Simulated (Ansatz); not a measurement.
# Ba: how the settings move a single-point run

How sensitive is a single-point run of Ba to its settings? A reference run comes first, then one run with altered input.

Computed with Ansatz 0.2.0 (reference: DFT, LDA, PAW with Ansatz's default frozen-core files, scalar-relativistic, unless a step's input says otherwise).

## (1) Starting point

It takes space group Cmcm (No. 63, orthorhombic). Conventional cell: a = 7.265 Å, b = 4.909 Å, c = 7.278 Å, α = 90.00°, β = 90.00°, γ = 90.00°. Around Ba (site symmetry m2m) lie 8 Ba at 4.36 to 4.42 Å.

Coordinates:

```cif
data_structure
_symmetry_space_group_name_H-M 'P 1'
_symmetry_Int_Tables_number 1
_cell_length_a 4.3840
_cell_length_b 4.3840
_cell_length_c 7.2781
_cell_angle_alpha 90.000
_cell_angle_beta 90.000
_cell_angle_gamma 68.090
_cell_volume 129.78
loop_
_atom_site_label
_atom_site_type_symbol
_atom_site_fract_x
_atom_site_fract_y
_atom_site_fract_z
_atom_site_occupancy
Ba1 Ba 0.74413 0.25587 0.25000 1
Ba2 Ba 0.25587 0.74413 0.75000 1
```

## (2) The reference run

Contents of input.yaml:

```yaml
crystal:
  lattice:
    - [3.632532, -2.454345, 0.0]
    - [3.632532, 2.454345, 0.0]
    - [0.0, 0.0, 7.278134]
  atoms:
    - { symbol: Ba, position: [0.74413, 0.25587, 0.25] }
    - { symbol: Ba, position: [0.25587, 0.74413, 0.75] }
kpoints:
  mp_grid: { grid: [14, 14, 8] }
scf:
  occupations: { method: fermi_dirac, width: 0.05 }
hamiltonian:
  xc: lda
  pseudopotentials: { kind: paw }
output:
  forces: true
  stress: true
  eigenvalues: true
  efg: { contact_densities: true }
```

Command:

```
ansatz run input.yaml --threads 1 --pin off --max-ram 2048MiB --backend cpu --events-out ev --progress --plain --runs-dir out
```

## (3) Changing settings: ecutwfc 550 eV

Edit input.yaml of step 2 so:

```diff
@@ -20 +20,3 @@
   efg: { contact_densities: true }
+basis:
+  ecutwfc: "550 eV"
```

**Question.** What will these runs give? Wanted: for each run, ending; energy change; pressure; gap; force.

**Answer**, as computed:

| run | ending | energy change | pressure (GPa) | gap (eV) | force (eV/Å) | cycles | time |
| --- | --- | --- | --- | --- | --- | --- | --- |
| reference | converged | 0 | -1.5 | 0.00 | 0.04 | 6 | 63 s |
| 1: ecutwfc 550 eV | converged | -0.1 meV/atom | -1.5 | 0.00 | 0.04 | 6 | 86 s |

Residual by cycle in the longest SCF loop of each run; runs are numbered as in the table. The quantity is the density residual dr2, in eV.

| cycle | reference | run 1 |
| --- | --- | --- |
| 1 | 0.0063 | 0.0063 |
| 2 | 0.00201 | 0.00201 |
| 3 | 8.2e-5 | 8.2e-5 |
| 4 | 4.8e-6 | 4.7e-6 |
| 5 | 3.2e-7 | 3.2e-7 |
| 6 | 1.4e-8 | 1.4e-8 |

**Reading.** Changing the cutoff leaves the energy as it was (-0.1 meV/atom).
